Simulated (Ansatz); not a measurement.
Crystal: Te2Mo.

```
CELL_PARAMETERS angstrom
3.51820 0.00000 0.00000
-1.75910 3.04685 0.00000
0.00000 0.00000 13.97360
ATOMIC_POSITIONS crystal
Te 0.66667 0.33333 0.37900
Te 0.33333 0.66667 0.87900
Te 0.66667 0.33333 0.12100
Te 0.33333 0.66667 0.62100
Mo 0.66667 0.33333 0.75000
Mo 0.33333 0.66667 0.25000
```

* Program: Ansatz 0.2.0
* Task: relaxation of cell and atoms
* Functional: RPBE
* Dispersion: D3(BJ)
* Potentials or basis: Ansatz PAW
* Cutoff: 420 eV (not typed: the program's choice for these potentials)
* k mesh: 9 × 9 × 2
* Occupations: fermi-dirac, width 0.05 eV
* Spin: no spin polarisation

At the start: volume 24.96 Å³/atom.

Q: Where does the relaxation end?

A: It ends after 7 steps and the volume is 17.90 Å³/atom (-28.3 %); space group P6_3/mmc (No. 194, to 0.05 Å).

The path:
```tsv
step	energy change (eV)	largest force (eV/Å)	volume (Å³)
1	0.0000	0.6217	149.79
2	-1.4882	1.5561	131.77
3	-2.8305	0.7154	116.38
4	-3.2875	0.1612	107.10
5	-3.2938	0.0203	107.26
6	-3.2940	0.0072	107.41
7	-3.2853	0.0076	107.41
```

Final structure:
```xyz
6
Lattice="3.1409 0.0000 0.0000 -1.5704 2.7201 0.0000 0.0000 0.0000 12.5718" Properties=species:S:1:pos:R:3 pbc="T T T"
Te    1.5704    0.9067    5.0306
Te    0.0000    1.8134   11.3165
Te    1.5704    0.9067    1.2553
Te    0.0000    1.8134    7.5412
Mo    1.5704    0.9067    9.4289
Mo    0.0000    1.8134    3.1430
```

Caveat: the volume moved by over 15 % at a fixed basis, so the end points are rough; the plane-wave basis is chosen anew once the cell has moved, so the energies of steps on either side of that aren't comparable; the volume moved by -28 % from the deposited cell, more than functionals usually miss; the PAW data sets come from PBE, with cores solved anew for the run's functional, which leaves a small shift of forces and pressure.
